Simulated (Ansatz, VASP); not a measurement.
**One calculation of Al, two programs**

```
Al
1.0
    -0.84197    1.68393    1.68393
     1.68393   -0.84197    1.68393
     1.68393    1.68393   -0.84197
Al
1
Direct
  0.00000 0.00000 0.00000
```

Alike in both runs: task single point; functional PBEsol; k mesh 24 × 24 × 24; occupations gaussian, width 0.15 eV; no spin polarisation.

|  | VASP | Ansatz |
| --- | --- | --- |
| version | VASP 6.6.1 | Ansatz 0.2.0 |
| potentials or method | VASP PAW PBE potentials, release 64 (Al) | scalar-relativistic, plane waves, PAW |
| plane-wave cutoff (eV) | 520 | 420 |
| valence electrons in the cell | 3 | 3 |

VASP gave:

- gap on the k mesh at the Fermi level (eV): none
- pressure (GPa): 18.9

What did Ansatz give for the same quantities?

gap on the k mesh at the Fermi level (eV): none; pressure (GPa): 18.8.

A gap of «none» marks a metal or a gap that the smearing closes. With one functional, cell and mesh, what is left measures potentials, basis and numerics.

Caveats: so large a pressure means that the cell lies far from this level's equilibrium, or that cutoff or potentials fall short (VASP); the potentials were made for another functional, which shifts forces and pressure (VASP).
